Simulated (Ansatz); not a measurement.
# Re: the cost of one run

Method: DFT PBE, scalar-relativistic, plane waves, PAW, in Ansatz 0.2.0.

### Step 1. Starting point

The structure is trigonal, space group R-3m (No. 166). The conventional cell has a = 2.598 Å, b = 2.598 Å, c = 35.327 Å, α = 90.00°, β = 90.00°, γ = 120.00°. Re (site symmetry 3m) has 3 Re at 1.50 Å as nearest neighbours.

As a file:

```cif
data_structure
_symmetry_space_group_name_H-M 'P 1'
_symmetry_Int_Tables_number 1
_cell_length_a 11.8708
_cell_length_b 11.8708
_cell_length_c 11.8708
_cell_angle_alpha 12.565
_cell_angle_beta 12.565
_cell_angle_gamma 12.565
_cell_volume 68.83
loop_
_atom_site_label
_atom_site_type_symbol
_atom_site_fract_x
_atom_site_fract_y
_atom_site_fract_z
_atom_site_occupancy
Re1 Re 0.05000 0.05000 0.05000 1
Re2 Re 0.95000 0.95000 0.95000 1
Re3 Re 0.28300 0.28300 0.28300 1
Re4 Re 0.71700 0.71700 0.71700 1
```

(A quick probe on a coarse mesh, which set the mesh and smearing, is not shown.)

### Step 3. Rough relaxation on the coarse mesh

The input, input.yaml:

```yaml
crystal:
  lattice:
    - [1.2990168511, 0.7499877286, 11.775645729]
    - [-1.2990168511, 0.7499877286, 11.775645729]
    - [0.0, -1.4999754574, 11.775645729]
  atoms:
    - { symbol: Re, position: [0.05, 0.05, 0.05] }
    - { symbol: Re, position: [0.95, 0.95, 0.95] }
    - { symbol: Re, position: [0.283, 0.283, 0.283] }
    - { symbol: Re, position: [0.717, 0.717, 0.717] }
basis:
  ecutwfc: 420
kpoints:
  mp_grid: { grid: [9, 9, 9] }
hamiltonian:
  xc: pbe
scf:
  occupations: { method: gaussian, width: 0.1 }
  lower_state_search: "off"
output:
  forces: true
  stress: true
  eigenvalues: true
relax:
  adjacent_minimum: "off"
  f_tol: 0.04
  max_steps: 70
  cell: { stress_tol: 0.4 }
```

**Question.** How long does this run take on 1 thread of an x86-64 CPU, shared host, and how much memory does it need?

About 3 min, with a peak of 0.57 GiB.
